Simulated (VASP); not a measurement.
Li, 2 atoms in the cell. It takes space group R-3m (No. 166, trigonal). Conventional cell: a = 4.148 Å, b = 4.148 Å, c = 10.161 Å, α = 90.00°, β = 90.00°, γ = 120.00°. Li (site symmetry 3m) has 4 Li at 2.39 to 2.60 Å as nearest neighbours. This isn't the form of Li at room conditions, which is bcc. The cell isn't the ideal one: shortest bond scaled by 0.94, PAW files.

```yaml
Program: VASP 6.6.1
Task: electric field gradients
Functional: r2SCAN
Potentials_or_basis: VASP PAW PBE potentials, release 64 (Li_sv)
Cutoff: 520 eV
k_mesh: 9 × 9 × 9
Occupations: fermi-dirac, width 0.05 eV
Spin: no spin polarisation
Dipole_correction: no
Further_INCAR_settings: ALGO = Normal; EDIFF = 1e-08; NBANDS = 10
```

Potentials or basis: VASP PAW PBE potentials, release 64 (Li_sv).

The run is started by

```console
$ cat potpaw_PBE.64/Li_sv/POTCAR > POTCAR
$ cp INCAR.step1 INCAR
$ mpirun -np 1 vasp_std > vasp.out
$ cp INCAR.step2 INCAR
$ mpirun -np 1 vasp_std > vasp.out
```

Hardware: 1 thread of Intel(R) Xeon(R) Platinum 8375C CPU @ 2.90GHz (Ice Lake), on a shared host.

Question: How long does it take, and how much memory?

Answer: It took 5.1 min on 1 thread of Intel(R) Xeon(R) Platinum 8375C CPU @ 2.90GHz (Ice Lake) (shared host), peak memory 0.18 GiB. Counts: scf iterations 36, k points 85.
